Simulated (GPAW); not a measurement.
The system is Cu.

```
Cu
1.0
    -1.45399    1.46431    1.37398
     1.44871   -1.46799    1.37231
     1.42515    1.43915   -1.37783
Cu
1
Direct
  0.00000 0.00000 0.00000
```

This isn't the form of Cu at room conditions, which is fcc.

The cell isn't the ideal one: cell sheared at random, sigma 0.01, atoms nudged by 0.01 Å.

```yaml
Program: GPAW 26.7.0
Task: relaxation of cell and atoms
Functional: LDA
Potentials_or_basis: the program's PAW data sets (release 1.2.1) made for this functional
Cutoff: 600 eV
Basis: pw
k_mesh: 8 × 8 × 8
Occupations: fermi-dirac, width 0.05 eV
Spin: no spin polarisation
```

At the start: pressure -6.3 GPa; volume 11.46 Å³/atom.

How do energy, volume and symmetry change on relaxing?

Over 7 steps the energy falls by 8.9 meV/atom and the volume is 11.03 Å³/atom (-3.8 %); space group I4/mmm (No. 139, to 0.05 Å).

Step by step:
| step | energy change (eV) | largest force (eV/Å) | pressure (GPa) | volume (Å³) |
| --- | --- | --- | --- | --- |
| 1 | 0.0000 | 0.0000 | -6.26 | 11.46 |
| 2 | -0.0065 | 0.0000 | -3.22 | 11.24 |
| 3 | -0.0088 | 0.0000 | 0.49 | 11.00 |
| 4 | -0.0092 | 0.0000 | 0.48 | 11.00 |
| 5 | -0.0087 | 0.0000 | -0.11 | 11.04 |
| 6 | -0.0089 | 0.0000 | 0.06 | 11.02 |
| 7 | -0.0089 | 0.0000 | 0.01 | 11.03 |

Final structure:
```cif
data_structure
_symmetry_space_group_name_H-M 'P 1'
_symmetry_Int_Tables_number 1
_cell_length_a 2.4294
_cell_length_b 2.4278
_cell_length_c 2.4357
_cell_angle_alpha 108.563
_cell_angle_beta 108.314
_cell_angle_gamma 111.706
_cell_volume 11.03
loop_
_atom_site_label
_atom_site_type_symbol
_atom_site_fract_x
_atom_site_fract_y
_atom_site_fract_z
_atom_site_occupancy
Cu1 Cu 0.00000 0.00000 0.00000 1
```

Caveat: the k mesh is coarse (spacing up to 0.40 Å⁻¹), so the values aren't converged; with this Cu data set, volumes or pressures lay over 1.5 % or 2 GPa off other programs in two to four cells of ten; later steps reuse the first step's grids.
